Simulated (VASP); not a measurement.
# ScAl (Pm-3m) in VASP: further runs

Runs on ScAl. Level: PBEsol. Tasks: single point.

All numbers are computed with VASP 6.6.1; they aren't measurements. Logs are shortened: lines on timing, memory, paths and dates and some standing lists are left out, and cuts for length are marked.

## Step 1: The crystal as given

Symmetry: Pm-3m, No. 221, cubic system. The conventional cell has a = 3.370 Å, b = 3.370 Å, c = 3.370 Å, α = 90.00°, β = 90.00°, γ = 90.00°. Around Sc (site symmetry m-3m) lie 8 Al at 2.92 Å. Around Al (site symmetry m-3m) lie 8 Sc at 2.92 Å.

The cell comes from a database or a generator and needn't be the stable form of this composition.

## Step 2: Single point, PBEsol

The input, INCAR:

```
SYSTEM = ScAl
PREC     = Accurate       ! precision mode
ENCUT    = 450            ! plane-wave cutoff, eV
EDIFF    = 0.01           ! SCF threshold, eV
ISMEAR   = 1              ! smearing method
SIGMA    = 0.2            ! smearing width, eV
LREAL    = .False.        ! projectors in reciprocal space
LASPH    = .True.         ! aspherical terms in the spheres
NELM     = 100            ! most SCF steps
ALGO     = Normal         ! electronic algorithm
ISIF     = 2              ! what is computed and relaxed
LWAVE    = .False.        ! write WAVECAR
LCHARG   = .False.        ! write CHGCAR
GGA      = PS             ! functional
ADDGRID  = .False.
```

The input, KPOINTS:

```
Automatic mesh
0
Gamma
  7 7 7
  0 0 0
```

The input, POSCAR:

```
ScAl
1.0
    3.3703489700      0.0000000000      0.0000000000
    0.0000000000      3.3703489700      0.0000000000
    0.0000000000      0.0000000000      3.3703489700
Sc Al
1 1
Direct
    0.5000000000      0.5000000000      0.5000000000
    0.0000000000      0.0000000000      0.0000000000
```

Potentials or basis: VASP PAW PBE potentials, release 64 (Sc_sv, Al).

Started as:

```
> cat potpaw_PBE.64/Sc_sv/POTCAR potpaw_PBE.64/Al/POTCAR > POTCAR
> mpirun -np 1 vasp_std > vasp.out
```

OUTCAR:

```text
SYSTEM = ScAl
   PREC = Accurate
   ENCUT = 450
   EDIFF = 0.01
   ISMEAR = 1
   LREAL = .False.
   LASPH = .True.
   NELM = 100
   ISIF = 2
   GGA = PS

 Found     20 irreducible k-points:

 Following reciprocal coordinates:
            Coordinates               Weight
  0.000000  0.000000  0.000000      1.000000
  0.142857  0.000000  0.000000      6.000000
  0.285714  0.000000  0.000000      6.000000
  0.428571  0.000000  0.000000      6.000000
  0.142857  0.142857  0.000000     12.000000
  0.285714  0.142857  0.000000     24.000000
   k-points           NKPTS =     20   k-points in BZ     NKDIM =     20   number of bands    NBANDS=     11
   number of dos      NEDOS =    301   number of ions     NIONS =      2
   total plane-waves  NPLWV =  13824
   dimension x,y,z NGX =    24 NGY =   24 NGZ =   24
   dimension x,y,z NGXF=    48 NGYF=   48 NGZF=   48
   ions per type =               1   1
   NGX,Y,Z   is equivalent  to a cutoff of  11.84, 11.84, 11.84 a.u.
   NGXF,Y,Z  is equivalent  to a cutoff of  23.68, 23.68, 23.68 a.u.
 SYSTEM =  ScAl
   PREC   = accura    normal or accurate (medium, high low for compatibility)
   ISTART =      0    job   : 0-new  1-cont  2-samecut
   ICHARG =      2    charge: 1-file 2-atom 10-const
   ISPIN  =      1    spin polarized calculation?
   LNONCOLLINEAR =      F non collinear calculations
   LSORBIT =      F    spin-orbit coupling
   LASPH  =      T    aspherical Exc in radial PAW
   ENCUT  =  450.0 eV  33.07 Ry    5.75 a.u.   5.83  5.83  5.83*2*pi/ulx,y,z
   NELM   =    100;   NELMIN=  2; NELMDL= -5     # of ELM steps
   EDIFF  = 0.1E-01   stopping-criterion for ELM
   LREAL  =      F    real-space projection
   EDIFFG = 0.1E+00   stopping-criterion for IOM
   NSW    =      0    number of steps for IOM
   IBRION =     -1    ionic relax: 0-MD 1-quasi-New 2-CG
   NFREE  =      0    steps in history (QN), initial steepest desc. (CG)
   ISIF   =      2    stress and relaxation
   ISYM   =      2    0-nonsym 1-usesym 2-fastsym
   POTIM  = 0.5000    time-step for ionic-motion
   TEBEG  =    0.0;   TEEND  =   0.0 temperature during run
   PSTRESS=    0.0 pullay stress
   NELECT =      14.0000    total number of electrons
   NUPDOWN=      -1.0000    fix difference up-down
   EMIN   =  10.00;   EMAX   =-10.00  energy-range for DOS
   EFERMI =   0.00;   METHOD = LEGACY
   ISMEAR =     1;   SIGMA  =   0.20  broadening in eV -4-tet -1-fermi 0-gaus
   EFERMI_NEDOS =   21; number of points for ismear=-14 and -15
   IALGO  =     38    algorithm
   IMIX   =      4    mixing-type and parameters
     AMIX     =   0.40;   BMIX     =  1.00
     AMIX_MAG =   1.60;   BMIX_MAG =  1.00
  volume/ion in A,a.u.               =      19.14       129.18
  Fermi-wavevector in a.u.,A,eV,Ry     =   1.170692  2.212287 18.647052  1.370520
  Thomas-Fermi vector in A             =   2.307147
   LORBIT       =      0    0 simple, 1 ext, 2 COOP (PROOUT), +10 PAW based schemes
   GGA     = PS    functional components
   LHFCALC =     F    Hartree Fock is set to
   AEXX    =    0.0000 exact exchange contribution
   IVDW    =     0    specifies the selected vdW correction
   LEPSILON=     F    determine dielectric tensor
   LRPA    =     F    only Hartree local field effects (RPA)
 non-spin polarized calculation
 Methfessel and Paxton  Order N= 1 SIGMA  =   0.20
  energy-cutoff  :      450.00
  volume of cell :       38.28
 maximum number of plane-waves:       858
 NGX is ok and might be reduce to    24
   NGX = 11   NGY = 11   NGZ = 11

 number of electron      13.9999999 magnetization

 Free energy of the ion-electron system (eV)
  ---------------------------------------------------
  ext. energy  EPLUGINS =         0.00000000
  ---------------------------------------------------
  free energy    TOTEN  =       -11.61005358 eV

  energy without entropy =      -11.60795164  energy(sigma->0) =      -11.60935293

 E-fermi :   5.9226     XC(G=0): -10.4088

 val. band max:        5.9083461008   @ k =   0.4286   0.4286   0.1429
 cond. band min:       6.0068569833   @ k =   0.4286   0.1429   0.0000
 fundamental gap:      0.0985108825
 Fermi energy:         5.9226138208

 k-point     1 :       0.0000    0.0000    0.0000
  band No.  band energies     occupation
      1     -43.2580      2.00000
      2     -21.9347      2.00000
      3     -21.9347      2.00000
      4     -21.9347      2.00000
      5      -2.4910      2.00000
      6       5.2960      2.00009
      7       5.2960      2.00009
      8       8.6772     -0.00000
      9       8.6778     -0.00000
     10       8.6780     -0.00000
     11       9.7032     -0.00000

 k-point     2 :       0.1429    0.0000    0.0000
  band No.  band energies     occupation
      1     -43.2553      2.00000
      2     -21.9695      2.00000
      3     -21.9316      2.00000
      4     -21.9316      2.00000
      5      -2.2004      2.00000
      6       4.9589      2.00000
      7       5.4410      2.00346
      8       7.9846     -0.00000
      9       7.9846     -0.00000
     10       8.7192     -0.00000
     11       9.1016     -0.00000

 k-point     3 :       0.2857    0.0000    0.0000
  band No.  band energies     occupation
      1     -43.2490      2.00000
      2     -22.0467      2.00000
      3     -21.9247      2.00000
      4     -21.9247      2.00000
      5      -1.3642      2.00000
      6       3.6455      2.00000
      7       5.8113      1.79918
      8       7.2201     -0.00000
      9       7.2201     -0.00000
     10       8.8156     -0.00000
     11       9.0583     -0.00000

 k-point     4 :       0.4286    0.0000    0.0000
  band No.  band energies     occupation
      1     -43.2439      2.00000
      2     -22.1079      2.00000
      3     -21.9191      2.00000
      4     -21.9191      2.00000
      5      -0.1251      2.00000
      6       1.9107      2.00000
      7       6.1727     -0.07072
      8       6.7997     -0.00000
      9       6.7997     -0.00000
     10       8.8957     -0.00000
     11       9.6557     -0.00000

 k-point     5 :       0.1429    0.1429    0.0000
  band No.  band energies     occupation
      1     -43.2525      2.00000
      2     -21.9679      2.00000
      3     -21.9640      2.00000
      4     -21.9286      2.00000
      5      -1.9185      2.00000
      6       5.0169      2.00000
      7       5.2441      2.00002
      8       7.3299     -0.00000
      9       7.8422     -0.00000
     10       8.4374     -0.00000
     11       9.5951     -0.00000

 k-point     6 :       0.2857    0.1429    0.0000
  band No.  band energies     occupation
      1     -43.2462      2.00000
      2     -22.0424      2.00000
      3     -21.9581      2.00000
      4     -21.9217      2.00000
      5      -1.1106      2.00000
      6       3.8294      2.00000
      7       5.5283      2.01752
      8       6.8685     -0.00000
      9       7.2994     -0.00000
     10       8.4392     -0.00000
     11       9.3292     -0.00000

 [... further k-points ...]

------------------------ aborting loop because EDIFF is reached ----------------------------------------

  FORCE on cell =-STRESS in cart. coord.  units (eV):
  Direction    XX          YY          ZZ          XY          YZ          ZX
  --------------------------------------------------------------------------------------
  -------------------------------------------------------------------------------------
  Total       -0.3631784     -0.3631784     -0.3631784      0.0000000      0.0000000      0.0000000
  in kB      -15.1986824    -15.1986824    -15.1986824      0.0000000      0.0000000      0.0000000
  external PRESSURE =     -15.1986824 kB  Pullay stress =       0.0000000 kB

 VOLUME and BASIS-vectors are now :
 -----------------------------------------------------------------------------
  energy-cutoff  :      450.00
  volume of cell :       38.28
      direct lattice vectors                 reciprocal lattice vectors
     3.370348970  0.000000000  0.000000000     0.296705181  0.000000000  0.000000000
     0.000000000  3.370348970  0.000000000     0.000000000  0.296705181  0.000000000
     0.000000000  0.000000000  3.370348970     0.000000000  0.000000000  0.296705181

 POSITION                                       TOTAL-FORCE (eV/Angst)
 -----------------------------------------------------------------------------------
      1.68517      1.68517      1.68517         0.000000      0.000000      0.000000
      0.00000      0.00000      0.00000         0.000000      0.000000      0.000000
 -----------------------------------------------------------------------------------
    total drift:                                0.000000     -0.000000     -0.000000

  FREE ENERGIE OF THE ION-ELECTRON SYSTEM (eV)
  ---------------------------------------------------
  free  energy   TOTEN  =       -11.6100535766 eV

  energy  without entropy=      -11.6079516359  energy(sigma->0) =      -11.60935293
```

Run time: 2.8 s. Hardware: 1 thread of Intel Xeon Platinum 8488C (Sapphire Rapids), shared host; peak memory 0.14 GiB.

These settings aren't checked as converged: the numbers below hold their error.

What came out:

| Item | Value |
| --- | --- |
| Free energy | -11.6101 eV |
| Pressure | -1.5 GPa |
| Band gap on the k mesh | none (metal or under the smearing width) |

Caveat: the PAW data sets were made with another functional, which shifts forces and pressure a little.

## Step 3: Single point, PBEsol

Edit INCAR of step 2 so:

```diff
@@ -3,3 +3,3 @@
 ENCUT    = 450            ! plane-wave cutoff, eV
-EDIFF    = 0.01           ! SCF threshold, eV
+EDIFF    = 0.001          ! SCF threshold, eV
 ISMEAR   = 1              ! smearing method
```

KPOINTS is that of step 2.

POSCAR is that of step 2.

Potentials or basis: VASP PAW PBE potentials, release 64 (Sc_sv, Al).

Started as:

```
> cat potpaw_PBE.64/Sc_sv/POTCAR potpaw_PBE.64/Al/POTCAR > POTCAR
> mpirun -np 1 vasp_std > vasp.out
```

It took 2.9 s on 1 thread of Intel Xeon Platinum 8488C (Sapphire Rapids), shared host; peak memory 0.13 GiB.

The run converged, but some of its settings lie outside the range that counts as converged, so its numbers aren't taken as properties of the crystal.

What came out:

- Free energy: -11.6101 eV
- Pressure: -1.9 GPa
- Band gap on the k mesh: none (metal or under the smearing width)

Caveat: the PAW data sets were made with another functional, which shifts forces and pressure a little.
